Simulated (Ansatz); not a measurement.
ZnO: short molecular dynamics at 1200 K

Computed with Ansatz, DFT PBE+D3(BJ), scalar-relativistic, plane waves, PAW. The runs took a 420 eV cutoff, a shifted (0.5, 0.5, 0.5 steps) 2×2×2 mesh and Fermi–Dirac smearing (0.1 eV). The mesh is coarse. No spin polarisation.

16 atoms, starting at 1.04 times the perfect crystal's volume (space group Fm-3m, not the usual structure, the cell as given, not relaxed at this level); Langevin thermostat at 1200 K (friction 0.02 fs⁻¹), fixed cell; 82 steps of 2 fs. The run is short and not equilibrated.

First frame:

```
Zn O
1.0
     0.00000    4.39598   -4.39598
    -4.39598    0.00000   -4.39598
    -4.39598    4.39598    0.00000
Zn O
8 8
Direct
  0.50000 0.50000 0.00000
  0.00000 0.50000 0.00000
  0.50000 0.00000 0.00000
  0.00000 0.00000 0.00000
  0.50000 0.50000 0.50000
  0.00000 0.50000 0.50000
  0.50000 0.00000 0.50000
  0.00000 0.00000 0.50000
  0.75000 0.75000 0.25000
  0.25000 0.75000 0.25000
  0.75000 0.25000 0.25000
  0.25000 0.25000 0.25000
  0.75000 0.75000 0.75000
  0.25000 0.75000 0.75000
  0.75000 0.25000 0.75000
  0.25000 0.25000 0.75000
```

```yaml
Mean_temperature_over_the_second_half: 1060 K
Mean_pressure_over_the_second_half_kinetic_part_included: 1.2 GPa
Mean_potential_energy_above_the_perfect_crystal_as_given_at_volume_ratio_1;_besides_heat_the_difference_comes_from_the_volume_4_%_larger_and_the_crystal's_own_pressure_of_-5.1_GPa;_its_own_run_had_another_smearing_without_effect_beside_its_gap: 163 meV/atom
Mean-square_drift_of_O_from_first_to_last_step_mean_shift_of_all_atoms_removed: 0.13 Å²
Mean-square_drift_of_Zn_from_first_to_last_step_mean_shift_of_all_atoms_removed: 0.08 Å²
```

Pair distribution functions g(r), second half of the run, up to half the cell's height:

| r (Å) | O-Zn |
| --- | --- |
| 1.65 | 0.0 |
| 1.75 | 0.1 |
| 1.85 | 1.0 |
| 1.95 | 4.0 |
| 2.05 | 4.8 |
| 2.15 | 3.0 |
| 2.25 | 2.7 |
| 2.35 | 2.0 |
| 2.45 | 1.2 |

Along the run (potential energy from its first value; pressure with the kinetic part):

| t (fs) | T (K) | ΔE_pot (meV/atom) | P (GPa) |
| --- | --- | --- | --- |
| 0.0 | 1125 | 0.0 | -9.1 |
| 6.0 | 1192 | 9.0 | -8.5 |
| 12.0 | 980 | 31.6 | -7.5 |
| 18.0 | 807 | 57.1 | -6.4 |
| 24.0 | 643 | 79.3 | -5.4 |
| 30.0 | 683 | 98.0 | -4.5 |
| 36.0 | 880 | 112.4 | -3.7 |
| 42.0 | 1003 | 117.8 | -3.1 |
| 48.0 | 1027 | 115.8 | -2.3 |
| 54.0 | 1022 | 118.4 | -1.4 |
| 60.0 | 1028 | 121.3 | -0.6 |
| 66.0 | 1227 | 105.3 | -0.5 |
| 72.0 | 1028 | 86.6 | -1.5 |
| 78.0 | 1021 | 86.9 | -1.3 |
| 84.0 | 1237 | 95.3 | -0.9 |
| 90.0 | 964 | 111.4 | -1.1 |
| 96.0 | 1077 | 128.7 | -0.6 |
| 102.0 | 1079 | 154.8 | 0.5 |
| 108.0 | 1103 | 184.2 | 2.3 |
| 114.0 | 705 | 201.6 | 3.4 |
| 120.0 | 659 | 191.1 | 3.5 |
| 126.0 | 1093 | 168.2 | 3.4 |
| 132.0 | 1166 | 142.5 | 2.2 |
| 138.0 | 1239 | 132.6 | 1.3 |
| 144.0 | 1167 | 129.1 | 0.9 |
| 150.0 | 1142 | 124.7 | 0.8 |
| 156.0 | 1289 | 122.9 | 1.0 |
| 162.0 | 1198 | 116.3 | 0.6 |